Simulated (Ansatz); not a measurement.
# Phases of ZnO at 0.0089 GPa

Structure types of ZnO are relaxed in primitive cells with their symmetry kept at 0.0089 GPa, on PAW files; LAPW relaxes the small cells further and takes the PAW cell for the others (marked *). The enthalpy is E + pV at zero temperature, without zero-point motion. Only the types listed were tried, and differences under about 5 meV/atom are mesh noise. Not among the end structures: rocksalt, zincblende, which may lie lower.

All numbers are PBE results (scalar-relativistic) from Ansatz 0.2.0, with Fermi–Dirac smearing of 0.08 eV, no spin polarisation. Methods: LAPW: all electrons, basis error target 0.5 meV/atom; PAW: frozen-core files, cutoff 420 eV.

k meshes: CsCl 14×14×14, wurtzite 12×12×7, NiAs 11×11×6.

Order the types by LAPW enthalpy, lowest first.
A. NiAs
B. wurtzite
C. CsCl

B (0 meV/atom), A (231 meV/atom), C (728 meV/atom).

```csv
start type,ends as,"a, b, c (Å)",V (Å³/atom),"H − H(lowest), LAPW (meV/atom)","same, PAW"
CsCl,"CsCl, Pm-3m","2.688, 2.688, 2.688",9.71,728.5,728.0
wurtzite*,"wurtzite, P6_3mc","3.279, 3.279, 5.294",12.33,0.0,0.0
NiAs*,"NiAs, P6_3/mmc","3.025, 3.025, 5.192",10.29,231.1,230.9
```
